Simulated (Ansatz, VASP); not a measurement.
This is a calculation of WC (Qusongite) for VASP 6.6.1. 

File INCAR:

```
PREC = Accurate ; ENCUT = 520
EDIFF = 1E-6 ; ISMEAR = 0
SIGMA = 0.022 ; LREAL = False
LASPH = True ; NELM = 60
ALGO = Normal ; ISIF = 2
LWAVE = False ; LCHARG = False
GGA = PE
```

Contents of KPOINTS:

```
Automatic mesh
0
Gamma
  10 10 9
```

Contents of POSCAR:

```
WC
1.0
    2.9065000000      0.0000000000      0.0000000000
   -1.4532500000      2.5171028361      0.0000000000
    0.0000000000      0.0000000000      2.8366000000
W C
1 1
Direct
    0.0000000000      0.0000000000      0.0000000000
    0.6666666667      0.3333333333      0.5000000000
```

Potentials or basis: VASP PAW PBE potentials, release 64 (W_sv, C).

Command:

```bash
$ cat potpaw_PBE.64/W_sv/POTCAR potpaw_PBE.64/C/POTCAR > POTCAR
$ mpirun -np 1 vasp_std > vasp.out
```

Task: What does the same run look like in Ansatz 0.2.0? Potentials or basis there: all-electron LAPW, scalar-relativistic.

Result: As run (cutoffs and basis follow the program's own potentials, and thresholds, step limits or extra output files can differ):

The input input.yaml:

```yaml
crystal:
  lattice:
    - [2.9065, 0.0, 0.0]
    - [-1.45325, 2.5171028361, 0.0]
    - [0.0, 0.0, 2.8366]
  atoms:
    - { symbol: W, position: [0.0, 0.0, 0.0] }
    - { symbol: C, position: [0.6666666667, 0.3333333333, 0.5] }
kpoints:
  mp_grid: { grid: [10, 10, 9] }
scf:
  occupations: { method: gaussian, width: 0.022 }
hamiltonian:
  xc: pbe
  pseudopotentials: { kind: all_electron, lapw: { basis_error: 0.001 } }
output:
  forces: true
  stress: true
  eigenvalues: true
```

Potentials or basis: all-electron LAPW, scalar-relativistic.

Command:

```sh
$ ansatz run input.yaml --threads 1 --pin off --max-ram 3072MiB --backend cpu --events-out ev --progress --plain --runs-dir out
```

Both were run:

|  | VASP | Ansatz |
| --- | --- | --- |
| Pressure | 6.7 GPa | 5.7 GPa |

Where Ansatz's input types no cutoff or centring, it takes its own default and a Γ-centred mesh.

Pressure is positive in compression.
